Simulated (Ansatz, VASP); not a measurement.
# Al in VASP and in Ansatz

INCAR

```
SYSTEM = Al
PREC = Accurate ; ENCUT = 520
EDIFF = 1E-7 ; ISMEAR = -1
SIGMA = 0.05 ; LREAL = .FALSE.
LASPH = .TRUE. ; NELM = 80
ALGO = Fast ; ISIF = 2
LWAVE = .FALSE. ; LCHARG = .FALSE.
GGA = PE ; NBANDS = 10
```

The input KPOINTS:

```
Automatic mesh
0
G
  6 6 8
  0 0 0
```

POSCAR

```
Al
1.0
    4.5467300000     -0.0454673000      0.0000000000
   -2.3127458000      3.9603137000      0.0000000000
    0.0000000000      0.0000000000      2.7539300000
Al
2
Direct
    0.3333300000      0.6666700000      0.5000000000
    0.6666700000      0.3333300000      0.5000000000
```

File input.yaml:

```yaml
crystal:
  lattice:
    - [4.54673, -0.0454673, 0.0]
    - [-2.3127458, 3.9603137, 0.0]
    - [0.0, 0.0, 2.75393]
  atoms:
    - { symbol: Al, position: [0.33333, 0.66667, 0.5] }
    - { symbol: Al, position: [0.66667, 0.33333, 0.5] }
hamiltonian:
  xc: pbe
  pseudopotentials: { kind: paw }
kpoints:
  mp_grid: { grid: [6, 6, 8] }
  band_path:
    path:
      - [[0.0, 0.0, 0.0], [-0.5, 0.5, 0.0], [-0.6665335933, 0.3274912053, 0.0], [-0.5, 0.0, 0.0], [-0.5, 0.0, -0.5], [-0.3334664067, -0.3274912053, -0.5], [0.0, -0.5, -0.5], [0.0, -0.5, 0.0], [-0.3334664067, -0.3274912053, 0.0]]
      - [[-0.6665335933, 0.3274912053, -0.5], [-0.5, 0.5, -0.5], [0.0, 0.0, -0.5]]
      - [[-0.5, 0.5, 0.0], [-0.5, 0.5, -0.5]]
    npoints: 14
scf:
  occupations: { method: fermi_dirac, width: 0.05 }
  n_extra_bands: 6
output:
  forces: true
  stress: true
  eigenvalues: true
  fatbands: false
```

The cell was built by a generator and needn't be a form met in nature.

Alike in both runs: functional PBE; k mesh 6 × 6 × 8; occupations fermi-dirac, width 0.05 eV; no spin polarisation.

```csv
,VASP,Ansatz
version,VASP 6.6.1,Ansatz 0.2.0
potentials or method,"VASP PAW PBE potentials, release 64 (Al)",Ansatz PAW
plane-wave cutoff (eV),520,420
valence electrons in the cell,6,6
task,single point,band structure
```

|  | VASP | Ansatz | Ansatz less VASP |
| --- | --- | --- | --- |
| gap on the k mesh at the Fermi level (eV) | none | none | - |
| pressure (GPa) | 0.0 | 0.1 | +0.02 |
| largest component of the traceless stress (GPa) | 0.76 | 0.75 | -0.003 |
| rms of the force components (eV/Å) | 0.069 | 0.069 | 0.0000 |

Atom by atom the forces differ by 0.000 eV/Å (rms over components). A gap of «none» marks a metal or a gap that the smearing closes.
